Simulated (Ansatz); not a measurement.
# Zirconium, fcc under revPBE: ground state and equation of state, part 2 of 2

What does revPBE give for zirconium in the fcc structure? We relax it, solve it on a dense k-mesh, then scale the cell to 7 volumes from 88 to 112 % of the relaxed one and try a fit of the equation of state. Spin polarisation is left out. The k-meshes are 12×12×12 for the relaxation; 20×20×20 for the dense run; 13×13×13 for the volumes.

Ansatz 0.2.0; DFT, revPBE, plane waves (420 eV) with PAW, scalar-relativistic.

**7. Equation of state: 100 %**

This is Zr in the fcc structure; at room conditions it is hcp.

Input file input.yaml:

```yaml
crystal:
  lattice:
    - [0.0, 2.2779974293, 2.2779974293]
    - [2.2779974293, 0.0, 2.2779974293]
    - [2.2779974293, 2.2779974293, 0.0]
  atoms:
    - { symbol: Zr, position: [0.0, 0.0, 0.0] }
hamiltonian:
  xc: revpbe
  pseudopotentials:
    kind: paw
    azcp:
      Zr: "pseudopotentials/Zr.paw.azcp"
basis:
  ecutwfc: 420
  fft_grid_basis: typed
kpoints:
  mp_grid: { grid: [13, 13, 13], shift: [0, 0, 0] }
magnetization:
  spin_polarized: false
scf:
  occupations: { method: fermi_dirac, width: 0.1 }
  lower_state_search: "off"
output:
  stress: true
```

Standard output, cut to the lines that bear on the results:

```text
Warning: RAYON_NUM_THREADS=2 ignored (pool sized by the plan → 2); use --threads N
[...]
Pseudopotentials: kind: paw
Pseudopotential: Zr, paw, valence charge 12, recommended cutoff 420 eV (normal), <dir>
Functional definition: revPBE
[...]
Crystal: 1 atoms, lattice volume = 23.642 Å³
Basis set: ecut = 420 eV, 459 PW (Γ)
Bands: 10, of which v1, the nominal top of the filled ones, is band 6 counted from 1 (5 counted from 0)
Symmetry: 48 space group operations
Space group: Fm-3m (ITA 225), of the structure as read, at distance tolerance 2.9e-5 Å
k-points: 84 of 2197
[...]
SCF iter   1: F=—  HF=-4188.682263 eV  |F-HF|=—  |Δ(HF+E_count)|=         —  Δρ=2.35e-3  dr2=7.28e-4  ethr=1.77e-3  ⟨swp⟩=5.0  Hψ=4702  notcnv=0
[...]
SCF iter   6: F=-4188.682224 eV  HF=-4188.682224 eV  |F-HF|=2.01e-9  |Δ(HF+E_count)|=   4.85e-8  Δρ=8.57e-6  dr2=6.23e-9  ethr=8.33e-10  ⟨swp⟩=3.8  Hψ=2320  notcnv=0
[...]
SCF converged after 6 iterations
Free energy (F): -4188.682224 eV
[...]
E sigma→0 (E₀):  -4188.656095 eV
Entropy (-TS):   -0.052258 eV (-52.258 meV/atom)
Fermi energy:    13.706774 eV
[...]
--- Stress (GPa, compression-positive) ---
        0.155070       0.000000      -0.000000
        0.000000       0.155070       0.000000
       -0.000000       0.000000       0.155070
  P = ⅓ Tr σ = 0.1551 GPa (1.551 kbar)
```

It took 0.71 s on 2 threads of an Arm CPU, shared host; peak memory 0.27 GiB.

**8. Equation of state: 104 %**

Changes to input.yaml since step 7:

```diff
@@ -2,5 +2,5 @@
   lattice:
-    - [0.0, 2.2779974293, 2.2779974293]
-    - [2.2779974293, 0.0, 2.2779974293]
-    - [2.2779974293, 2.2779974293, 0.0]
+    - [0.0, 2.3079745174, 2.3079745174]
+    - [2.3079745174, 0.0, 2.3079745174]
+    - [2.3079745174, 2.3079745174, 0.0]
   atoms:
```

Standard output, cut to the lines that bear on the results:

```text
Warning: RAYON_NUM_THREADS=2 ignored (pool sized by the plan → 2); use --threads N
[...]
[... 3 set-up lines as earlier in the session ...]
[...]
Crystal: 1 atoms, lattice volume = 24.588 Å³
Basis set: ecut = 420 eV, 531 PW (Γ)
Bands: 10, of which v1, the nominal top of the filled ones, is band 6 counted from 1 (5 counted from 0)
[... 2 set-up lines as earlier in the session ...]
k-points: 84 of 2197
[...]
SCF iter   1: F=—  HF=-4188.673505 eV  |F-HF|=—  |Δ(HF+E_count)|=         —  Δρ=2.06e-3  dr2=5.35e-4  ethr=1.77e-3  ⟨swp⟩=5.0  Hψ=4702  notcnv=0
[...]
SCF iter   6: F=-4188.673449 eV  HF=-4188.673449 eV  |F-HF|=5.58e-9  |Δ(HF+E_count)|=   4.38e-8  Δρ=1.56e-5  dr2=2.27e-8  ethr=8.33e-10  ⟨swp⟩=3.7  Hψ=2296  notcnv=0
[...]
SCF converged after 6 iterations
Free energy (F): -4188.673449 eV
[...]
E sigma→0 (E₀):  -4188.646247 eV
Entropy (-TS):   -0.054404 eV (-54.404 meV/atom)
Fermi energy:    13.089096 eV
[...]
--- Stress (GPa, compression-positive) ---
       -3.039714      -0.000000       0.000000
       -0.000000      -3.039714      -0.000000
       -0.000000      -0.000000      -3.039714
  P = ⅓ Tr σ = -3.0397 GPa (-30.397 kbar)
```

Wall time 0.71 s (2 threads of an Arm CPU, shared host); peak memory 0.27 GiB.

**9. Equation of state: 108 %**

Changes to input.yaml since step 8:

```diff
@@ -2,5 +2,5 @@
   lattice:
-    - [0.0, 2.3079745174, 2.3079745174]
-    - [2.3079745174, 0.0, 2.3079745174]
-    - [2.3079745174, 2.3079745174, 0.0]
+    - [0.0, 2.3371924864, 2.3371924864]
+    - [2.3371924864, 0.0, 2.3371924864]
+    - [2.3371924864, 2.3371924864, 0.0]
   atoms:
@@ -25 +25,5 @@
   stress: true
+  write_density: true
+  write_potential: true
+  elf: true
+  volumetric_format: npy
```

Standard output, cut to the lines that bear on the results:

```text
Warning: RAYON_NUM_THREADS=2 ignored (pool sized by the plan → 2); use --threads N
[...]
[... 3 set-up lines as earlier in the session ...]
[...]
Crystal: 1 atoms, lattice volume = 25.534 Å³
Basis set: ecut = 420 eV, 531 PW (Γ)
Bands: 10, of which v1, the nominal top of the filled ones, is band 6 counted from 1 (5 counted from 0)
[... 2 set-up lines as earlier in the session ...]
k-points: 84 of 2197
[...]
SCF iter   1: F=—  HF=-4188.647447 eV  |F-HF|=—  |Δ(HF+E_count)|=         —  Δρ=1.95e-3  dr2=4.95e-4  ethr=1.77e-3  ⟨swp⟩=5.1  Hψ=4695  notcnv=0
[...]
SCF iter   6: F=-4188.647316 eV  HF=-4188.647316 eV  |F-HF|=4.00e-11  |Δ(HF+E_count)|=   3.94e-9  Δρ=8.37e-7  dr2=1.00e-10  ethr=1.22e-10  ⟨swp⟩=4.3  Hψ=3917  notcnv=0
[...]
SCF converged after 6 iterations
Free energy (F): -4188.647316 eV
[...]
E sigma→0 (E₀):  -4188.618995 eV
Entropy (-TS):   -0.056641 eV (-56.641 meV/atom)
Fermi energy:    12.514781 eV
[...]
--- Stress (GPa, compression-positive) ---
       -5.738647       0.000000       0.000000
        0.000000      -5.738647      -0.000000
       -0.000000       0.000000      -5.738647
  P = ⅓ Tr σ = -5.7386 GPa (-57.386 kbar)
--- Band table (eV; the first three rows and the last of 84) ---
  k-point 0: bands = ["-36.3921", "-14.0237", "-14.0237", "-14.0237", "7.1629", "13.4697", "13.4697", "13.4697", "15.6051", "15.6051"]
[...]
```

Wall time 0.91 s (2 threads of an Arm CPU, shared host); peak memory 0.28 GiB.

**10. Equation of state: 112 %**

Changes to input.yaml since step 9:

```diff
@@ -2,5 +2,5 @@
   lattice:
-    - [0.0, 2.3371924864, 2.3371924864]
-    - [2.3371924864, 0.0, 2.3371924864]
-    - [2.3371924864, 2.3371924864, 0.0]
+    - [0.0, 2.3656976431, 2.3656976431]
+    - [2.3656976431, 0.0, 2.3656976431]
+    - [2.3656976431, 2.3656976431, 0.0]
   atoms:
```

Standard output, cut to the lines that bear on the results:

```text
Warning: RAYON_NUM_THREADS=2 ignored (pool sized by the plan → 2); use --threads N
[...]
[... 3 set-up lines as earlier in the session ...]
[...]
Crystal: 1 atoms, lattice volume = 26.479 Å³
Basis set: ecut = 420 eV, 531 PW (Γ)
Bands: 10, of which v1, the nominal top of the filled ones, is band 6 counted from 1 (5 counted from 0)
[... 1 set-up line as earlier in the session ...]
Space group: Fm-3m (ITA 225), of the structure as read, at distance tolerance 3.0e-5 Å
k-points: 84 of 2197
[...]
SCF iter   1: F=—  HF=-4188.606844 eV  |F-HF|=—  |Δ(HF+E_count)|=         —  Δρ=1.92e-3  dr2=5.33e-4  ethr=1.77e-3  ⟨swp⟩=5.2  Hψ=4683  notcnv=0
[...]
SCF iter   6: F=-4188.606540 eV  HF=-4188.606540 eV  |F-HF|=6.37e-12  |Δ(HF+E_count)|=   1.32e-9  Δρ=6.73e-7  dr2=5.68e-11  ethr=4.97e-11  ⟨swp⟩=4.3  Hψ=3989  notcnv=0
[...]
SCF converged after 6 iterations
Free energy (F): -4188.606540 eV
[...]
E sigma→0 (E₀):  -4188.577035 eV
Entropy (-TS):   -0.059010 eV (-59.010 meV/atom)
Fermi energy:    11.979529 eV
[...]
--- Stress (GPa, compression-positive) ---
       -8.012365      -0.000000       0.000000
        0.000000      -8.012365      -0.000000
        0.000000       0.000000      -8.012365
  P = ⅓ Tr σ = -8.0124 GPa (-80.124 kbar)
--- Band table (eV; the first three rows and the last of 84) ---
  k-point 0: bands = ["-37.0138", "-14.6778", "-14.6778", "-14.6778", "6.7065", "12.9160", "12.9160", "12.9160", "14.9490", "14.9490"]
[...]
```

Run time: 1 s. Hardware: 2 threads of an Arm CPU, shared host; peak memory 0.27 GiB.

**11. Fitting the volumes**

All volumes keep the relaxed shape and fractional coordinates.

```tsv
V (Å³/atom)	E − E₀ (meV/atom)	P from the stress (GPa)	P from the fit (GPa)
20.805	108.2	13.66	13.33
21.751	45.3	8.38	8.14
22.697	10.6	3.93	3.72
23.642	0.0	0.16	-0.03
24.588	9.8	-3.04	-3.22
25.534	37.1	-5.74	-5.93
26.479	79.0	-8.01	-8.24
```

Fit (Birch-Murnaghan, third order): V₀ = 23.635 Å³/atom, B₀ = 86 GPa, B₀′ = 3.1, largest residual 0.03 meV/atom.

Fit and stress differ a little: one follows E(σ → 0), the other the smeared free energy.

**12. Summary of results**

What follows sums up all 2 parts.

| quantity | value |
| --- | --- |
| space group (spins left aside) | Fm-3m (No. 225) |
| conventional cell | a = 4.556 Å |
| volume | 23.642 Å³/atom |
| shortest distance | 3.222 Å |
| gap on the mesh | none (levels filled in part) |
| relative to hcp | +41 meV/atom |
| highest ELF outside the cores | 0.72, 2.28 Å from the nearest atom |
| V₀, B₀, B₀′ | 23.635 Å³/atom, 86 GPa, 3.1 |

What this shows: The relaxation enlarged the cell by 1.6 % in volume. It lies 41 meV/atom above the element's reference form at the same level (hcp, from a run of its own). No gap shows: it is a metal or semimetal at this level. B₀ comes out at 86 GPa. The symmetry was held, so the structure may be unstable against distortions that break it.
